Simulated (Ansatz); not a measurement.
**AlN under strains and displacements**

Level of theory: Ansatz, DFT PBE, scalar-relativistic, plane waves, PAW.

Plane waves to 420 eV, a k mesh through Γ of 9×9×6 on the computed 4-atom cell and Gaussian smearing (0.02 eV); no spin polarisation.

Reference cell:

```
Al N
1.0
     3.31212    0.00000    0.00000
    -1.65606    2.86838    0.00000
     0.00000    0.00000    4.18756
Al N
2 2
Cartesian
  0.0000 1.9123 3.1407
  1.6561 0.9561 1.0469
  0.0000 1.9123 1.0469
  1.6561 0.9561 3.1407
```

Each variant moves atoms of this cell by the vectors given, if any (Å), and then applies a symmetric strain (tensor components, Cartesian axes). The reference cell isn't relaxed at this level. Energies are per atom at zero smearing, counted from the lowest variant. Pressure is positive in compression.

1. no strain; moves: Al2 (0.035, 0.290, 0.235)
2. strain (xx yy zz yz xz xy, %) -0.78 2.95 2.12 2.31 4.00 -3.23; moves: Al1 (-0.018, -0.012, 0.019); Al2 (0.020, 0.010, -0.019); N3 (-0.026, -0.014, 0.008); N4 (0.025, 0.016, -0.008)
3. strain (xx yy zz yz xz xy, %) 5.95 7.20 0.57 0.47 -0.82 1.07; moves: Al1 (0.007, -0.004, -0.007); Al2 (-0.007, 0.004, 0.007); N3 (0.072, -0.042, 0.012); N4 (-0.072, 0.042, -0.012)
4. strain (xx yy zz yz xz xy, %) -2.22 -2.22 0.78 0.00 0.00 0.00
5. strain (xx yy zz yz xz xy, %) 0.42 -0.51 0.06 -0.03 -0.02 0.08; moves: Al1 (-0.029, -0.016, -0.014); Al2 (-0.010, 0.003, 0.030); N3 (0.028, 0.012, -0.001); N4 (0.011, 0.001, -0.015)
6. strain (xx yy zz yz xz xy, %) 1.25 3.39 -2.18 1.42 0.86 -0.40; moves: Al1 (0.100, -0.018, -0.067); Al2 (0.065, 0.048, 0.007); N3 (-0.116, -0.003, 0.034); N4 (-0.049, -0.027, 0.027)
7. no strain; moves: Al1 (0.000, 0.000, 0.150)

| variant | ΔE (meV/atom) | P (GPa) | largest force (eV/Å) | gap on mesh (eV) | space group |
| --- | --- | --- | --- | --- | --- |
| 1 | 182.8 | 8.19 | 3.85 | 3.18 | P1 |
| 2 | 115.8 | -4.14 | 2.06 | 2.59 | C2 |
| 3 | 148.3 | -19.42 | 1.49 | 2.39 | C2/m |
| 4 | 6.7 | 9.83 | 0.00 | 3.47 | P6_3/mmc |
| 5 | ? | ? | ? | ? | ? |
| 6 | ? | ? | ? | ? | ? |
| 7 | 15.2 | 1.66 | 1.40 | 3.28 | P3m1 |

**Question.** Give the withheld rows.

**Answer.**
```json
{"variant": "5", "ΔE (meV/atom)": "0.0", "P (GPa)": "0.77", "largest force (eV/Å)": "0.79", "gap on mesh (eV)": "3.26", "space group": "P1"}
{"variant": "6", "ΔE (meV/atom)": "130.8", "P (GPa)": "0.02", "largest force (eV/Å)": "3.60", "gap on mesh (eV)": "3.11", "space group": "P1"}
```

An odd mesh misses points on the zone edge, so a gap read on it can be too wide.

This form isn't the usual stable structure of the compound.